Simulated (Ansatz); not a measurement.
P at a changed volume: Field gradients at the nuclei

The cell is a COD entry, relaxed with PBE at fixed cell and then changed (volume scaled by 1.04, ions relaxed).

```yaml
crystal:
  lattice:
    - [5.57542, 0.00000, 0.00000]
    - [-2.01950, 10.84089, 0.00000]
    - [-1.90599, -1.28245, 10.93006]
  atoms:
    - { symbol: P, position: [0.08322, 0.99266, 0.67724] }
    - { symbol: P, position: [0.91678, 0.00734, 0.32276] }
    - { symbol: P, position: [0.58352, 0.18109, 0.54319] }
    - { symbol: P, position: [0.41648, 0.81891, 0.45681] }
    - { symbol: P, position: [0.16737, 0.04986, 0.19204] }
    - { symbol: P, position: [0.83263, 0.95014, 0.80796] }
    - { symbol: P, position: [0.77018, 0.37764, 0.55629] }
    - { symbol: P, position: [0.22982, 0.62236, 0.44371] }
    - { symbol: P, position: [0.69582, 0.30284, 0.02557] }
    - { symbol: P, position: [0.30418, 0.69716, 0.97443] }
    - { symbol: P, position: [0.23636, 0.01488, 0.87527] }
    - { symbol: P, position: [0.76364, 0.98512, 0.12473] }
    - { symbol: P, position: [0.50652, 0.32050, 0.67761] }
    - { symbol: P, position: [0.49348, 0.67950, 0.32239] }
    - { symbol: P, position: [0.36827, 0.32084, 0.48055] }
    - { symbol: P, position: [0.63173, 0.67916, 0.51945] }
    - { symbol: P, position: [0.07670, 0.36677, 0.13214] }
    - { symbol: P, position: [0.92330, 0.63323, 0.86786] }
    - { symbol: P, position: [0.00949, 0.14454, 0.79876] }
    - { symbol: P, position: [0.99051, 0.85546, 0.20124] }
    - { symbol: P, position: [0.80268, 0.48779, 0.13376] }
    - { symbol: P, position: [0.19732, 0.51221, 0.86624] }
    - { symbol: P, position: [0.76222, 0.31845, 0.22739] }
    - { symbol: P, position: [0.23778, 0.68155, 0.77261] }
```

Sites (sets of like atoms) are named by element and the number of their first atom in this list.

Level of theory: DFT, PBE, plane waves and PAW, scalar-relativistic, 420 eV cutoff, Γ-centred 6×3×3 k-points, Fermi–Dirac smearing 0.02 eV (Ansatz 0.2.0).

V_zz is the principal component of the electric field gradient with the largest magnitude, η = (V_xx − V_yy)/V_zz and C_Q = eQV_zz/h. Directions are in the Cartesian axes of the cell vectors above, for the atom listed; none is given where the gradient is under 0.02 or η is above 0.95.

```json
{"site": "P1", "first atom": "1", "first shell": "3 P at 2.21 Å", "V_zz (10²¹ V/m²)": "0.48", "η": "0.02", "direction of V_zz (x, y, z)": "-0.44 0.21 0.87"}
{"site": "P3", "first atom": "3", "first shell": "3 P at 2.21 Å", "V_zz (10²¹ V/m²)": "0.44", "η": "0.18", "direction of V_zz (x, y, z)": "-0.30 0.90 0.31"}
{"site": "P5", "first atom": "5", "first shell": "3 P at 2.21 Å", "V_zz (10²¹ V/m²)": "0.46", "η": "0.40", "direction of V_zz (x, y, z)": "0.78 0.60 -0.18"}
{"site": "P7", "first atom": "7", "first shell": "3 P at 2.21 Å", "V_zz (10²¹ V/m²)": "0.48", "η": "0.51", "direction of V_zz (x, y, z)": "0.75 0.66 -0.10"}
{"site": "P9", "first atom": "9", "first shell": "3 P at 2.21 Å", "V_zz (10²¹ V/m²)": "0.39", "η": "0.41", "direction of V_zz (x, y, z)": "0.23 0.35 0.91"}
{"site": "P11", "first atom": "11", "first shell": "3 P at 2.21 Å", "V_zz (10²¹ V/m²)": "0.44", "η": "0.44", "direction of V_zz (x, y, z)": "0.67 -0.06 0.74"}
{"site": "P13", "first atom": "13", "first shell": "3 P at 2.20–2.21 Å", "V_zz (10²¹ V/m²)": "0.43", "η": "0.46", "direction of V_zz (x, y, z)": "-0.57 0.32 0.76"}
{"site": "P15", "first atom": "15", "first shell": "3 P at 2.20–2.21 Å", "V_zz (10²¹ V/m²)": "0.37", "η": "0.27", "direction of V_zz (x, y, z)": "0.77 -0.11 0.63"}
{"site": "P17", "first atom": "17", "first shell": "3 P at 2.21 Å", "V_zz (10²¹ V/m²)": "0.37", "η": "0.56", "direction of V_zz (x, y, z)": "0.99 0.07 -0.14"}
{"site": "P19", "first atom": "19", "first shell": "3 P at 2.21 Å", "V_zz (10²¹ V/m²)": "0.48", "η": "0.57", "direction of V_zz (x, y, z)": "-0.41 0.90 0.17"}
{"site": "P21", "first atom": "21", "first shell": "3 P at 2.21 Å", "V_zz (10²¹ V/m²)": "0.48", "η": "0.31", "direction of V_zz (x, y, z)": "-0.27 0.96 -0.04"}
{"site": "P23", "first atom": "23", "first shell": "3 P at 2.21 Å", "V_zz (10²¹ V/m²)": "0.49", "η": "0.41", "direction of V_zz (x, y, z)": "-0.45 -0.49 0.75"}
```

The structure holds P–P bonds (2.21 Å). At P1, P3, P5, P7, P9 and P11 and others V_zz stands upright on the plane through its three neighbours (within 11°) in each case.

The relaxation (5 steps) took 70 s of wall time (4.3 min of CPU time) and 2.3 GiB at its peak, on 4 threads of Intel Xeon 6975P-C (Granite Rapids) (x86_64; 16 cores open to the job, memory cap 8.0 GiB, no GPU), a shared host with a load of 0.4 a core.
